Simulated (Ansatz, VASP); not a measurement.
## One calculation of Ni, two programs

```xyz
2
Lattice="2.3980 0.0000 0.0000 -1.1990 2.0768 0.0000 0.0000 0.0000 3.9897" Properties=species:S:1:pos:R:3 pbc="T T T"
Ni    1.1990    0.6923    2.9922
Ni    0.0000    1.3845    0.9974
```

Change from the starting cell: volume scaled by 0.94.

Alike in both runs: task single point; functional PBEsol; k mesh 12 × 12 × 7; occupations fermi-dirac, width 0.05 eV; collinear spin, ferromagnetic start.

```csv
,VASP,Ansatz
version,VASP 6.6.1,Ansatz 0.2.0
potentials or method,"VASP PAW PBE potentials, release 64 (Ni)",Ansatz PAW
plane-wave cutoff (eV),520,420
valence electrons in the cell,20,36
```

```tsv
	VASP	Ansatz	Ansatz less VASP
gap on the k mesh at the Fermi level (eV)	none	none	-
pressure (GPa)	11.9	12.2	+0.32
largest component of the traceless stress (GPa)	3.04	3.18	+0.144
net moment per atom (μB)	0.60	0.62	+0.018
size of the moment on the site where the two differ most (μB)	0.60	0.65	+0.048
```

Site moments also hang on the region over which each program counts them. A gap of «none» marks a metal or a gap that the smearing closes. The two sets of potentials don't hold the same shells in valence.

Caveats: the PAW data sets were made with another functional, which shifts forces and pressure a little (VASP); the PAW data sets come from PBE, with cores solved anew for the run's functional, which leaves a small shift of forces and pressure (Ansatz).
